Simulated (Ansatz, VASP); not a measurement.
As in VASP and in Ansatz

```xyz
2
Lattice="1.8808 1.0859 3.5141 -1.8808 1.0859 3.5141 0.0000 -2.1718 3.5141" Properties=species:S:1:pos:R:3 pbc="T T T"
As    0.0000    0.0000    2.3825
As    0.0000    0.0000    8.1597
```

Alike in both runs: task single point; functional PBEsol; k mesh 9 × 9 × 9; occupations gaussian, width 0.02 eV; no spin polarisation.

```csv
,VASP,Ansatz
version,VASP 6.6.1,Ansatz 0.2.0
potentials or method,"VASP PAW PBE potentials, release 64 (As)",Ansatz PAW
plane-wave cutoff (eV),520,420
valence electrons in the cell,10,30
```

VASP gave:

* gap on the k mesh at the Fermi level (eV): none
* pressure (GPa): 0.7
* largest component of the traceless stress (GPa): 0.47
* rms of the force components (eV/Å): 0.256

Q: Estimate Ansatz's values.

A: gap on the k mesh at the Fermi level (eV): none; pressure (GPa): 0.3; largest component of the traceless stress (GPa): 0.35; rms of the force components (eV/Å): 0.215.

Atom by atom the forces differ by 0.040 eV/Å (rms over components). A gap of «none» marks a metal or a gap that the smearing closes. With one functional, cell and mesh, what is left measures potentials, basis and numerics. The two sets of potentials don't hold the same shells in valence.

Caveats: the PAW data sets were made with another functional, which shifts forces and pressure a little (VASP); the PAW data sets come from PBE, with cores solved anew for the run's functional, which leaves a small shift of forces and pressure (Ansatz).
